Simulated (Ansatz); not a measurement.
GaN, DFT, PBE, all-electron LAPW, scalar-relativistic (Ansatz 0.2.0), run on 1 thread of Arm Neoverse V1 on a shared host.

The structure comes from a relaxation in the same program, started in the rocksalt type, and has space group Fm-3m. Whether it is a known phase or the ground state wasn't checked.

Command: `ansatz run input.yaml --threads 1 --pin off --max-ram 2048MiB --backend cpu --events-out ev --progress --plain --runs-dir out`

```yaml
crystal:
  lattice:
    - [0.0, 2.1341217709, 2.1341217709]
    - [2.1341217709, 0.0, 2.1341217709]
    - [2.1341217709, 2.1341217709, 0.0]
  atoms:
    - { symbol: Ga, position: [0.0, 0.0, 0.0] }
    - { symbol: "N", position: [0.5, 0.5, 0.5] }
kpoints:
  mp_grid: { grid: [13, 13, 13] }
scf:
  occupations: { method: fermi_dirac, width: 0.15 }
hamiltonian:
  xc: pbe
  pseudopotentials: { kind: all_electron, lapw: { basis_error: 0.00025 } }
output:
  forces: true
  stress: true
  eigenvalues: true
```

Problem. How large is the problem that the program sets up?

Solution. 84 irreducible k-points, 339 plane waves at Γ, 18 bands.

Problem. Estimate the wall time and the peak memory.

Solution. 17 s of wall time for 8 SCF iterations, with a peak of 0.4 GiB. Times on shared machines scatter by tens of per cent.
